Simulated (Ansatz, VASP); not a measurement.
**Two plane-wave programs on SnTe**

```
Sn Te
1.0
     0.00000    3.15085    3.15085
     3.15085    0.00000    3.15085
     3.15085    3.15085    0.00000
Sn Te
1 1
Direct
  0.00000 0.00000 0.00000
  0.50000 0.50000 0.50000
```

Alike in both runs: task single point; functional PBEsol; dispersion D4; k mesh 7 × 7 × 7; occupations methfessel-paxton of order 1, width 0.02 eV; no spin polarisation.

```csv
,VASP,Ansatz
version,VASP 6.6.1,Ansatz 0.2.0
potentials or method,"VASP PAW PBE potentials, release 64 (Sn_d, Te)","plane waves, PAW"
plane-wave cutoff (eV),520,420
valence electrons in the cell,20,30
```

```csv
,VASP,Ansatz,Ansatz less VASP
dispersion energy (meV/atom),-253.0,-253.2,-0.22
```

The two sets of potentials don't hold the same shells in valence.

 Spin-orbit coupling is left out, which matters for the levels of Te.
